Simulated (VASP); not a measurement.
Input of a VASP 6.6.1 run:

INCAR

```
SYSTEM = Ir
ALGO     = Normal         ! electronic algorithm
EDIFF    = 1E-6           ! SCF threshold, eV
ENCUT    = 520            ! plane-wave cutoff, eV
GGA      = PS             ! functional
ISIF     = 2              ! what is computed and relaxed
ISMEAR   = 1              ! smearing method
LASPH    = .True.         ! aspherical terms in the spheres
LCHARG   = .True.         ! write CHGCAR
LREAL    = .False.        ! projectors in reciprocal space
LVHAR    = .True.       
LWAVE    = .False.        ! write WAVECAR
NELM     = 60             ! most SCF steps
PREC     = Accurate       ! precision mode
SIGMA    = 0.1            ! smearing width, eV
```

KPOINTS

```
k-points
0
Gamma
  18 18 18
  0 0 0
```

The input POSCAR:

```
Ir                                      
1.0
    0.0000000000      1.9167484842      1.9167484842
    1.9167484842      0.0000000000      1.9167484842
    1.9167484842      1.9167484842      0.0000000000
  Ir            
     1
Direct
     0.0000000000000000    0.0000000000000000    0.0000000000000000
```

Potentials or basis: VASP PAW PBE potentials, release 64 (Ir).

The run is started by

```sh
$ cat potpaw_PBE.64/Ir/POTCAR > POTCAR
$ mpirun -np 1 vasp_std > vasp.out
```

Problem. Estimate the pressure.

Solution. -0.1 GPa.

Problem. Estimate the band gap on the k mesh.

Solution. None (metal or under the smearing width).

Caveat: the PAW data sets were made with another functional, which shifts forces and pressure a little. Spin-orbit coupling is left out, which matters for the levels of Ir.
